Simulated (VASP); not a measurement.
Crystal: LiF.

```
F Li
1.0
     3.06094    0.00000    0.00000
    -1.53047    2.65085    0.00000
     0.00000    0.00000    4.80732
F Li
2 2
Direct
  0.68436 0.30078 0.49394
  0.34910 0.68350 0.01949
  0.67174 0.35917 0.89244
  0.29982 0.70361 0.37302
```

The cell comes from a database or a generator and needn't be the stable form of this composition.

The cell isn't the ideal one: atoms moved at random, drawn with an rms of 0.15 Å.

```yaml
Program: VASP 6.6.1
Task: relaxation of the atoms
Functional: r2SCAN
Potentials_or_basis: VASP PAW PBE potentials, release 64 (F, Li_sv)
Cutoff: 520 eV
k_mesh: 7 × 7 × 5
Occupations: gaussian, width 0.05 eV
Spin: no spin polarisation
```

At the start: pressure 2.9 GPa; volume 9.75 Å³/atom.

**Question.** Where does the relaxation end?

**Answer.** Over 15 steps the energy falls by 56.9 meV/atom; space group P6_3mc (No. 186, to 0.05 Å).

The path:
```
step  energy change (eV)  largest force (eV/Å)  pressure (GPa)
   1              0.0000                1.0599            2.94
   2             -0.1124                0.7049            1.49
   3             -0.1663                0.5864            0.77
   4             -0.1694                0.6011            0.68
   5             -0.2075                0.3749            0.31
   6             -0.2195                0.2373            0.22
   7             -0.2259                0.0871            0.26
   8             -0.2266                0.0493            0.27
   9             -0.2265                0.0648            0.26
  10             -0.2268                0.0412            0.26
  11             -0.2271                0.0325            0.26
  12             -0.2273                0.0303            0.26
  13             -0.2274                0.0263            0.26
  14             -0.2275                0.0347            0.26
  15             -0.2276                0.0167            0.26
```

Final structure:
```
F Li
1.0
     3.06094    0.00000    0.00000
    -1.53047    2.65085    0.00000
     0.00000    0.00000    4.80732
F Li
2 2
Direct
  0.66590 0.34248 0.50201
  0.33705 0.68074 0.00203
  0.67048 0.34772 0.88732
  0.33159 0.67611 0.38752
```

Caveat: the cutoff is under 1.25 times the usual one of these potentials, so pressure, stress and relaxed cells hold a basis-set (Pulay) error; the PAW data sets were made with another functional, which shifts forces and pressure a little.
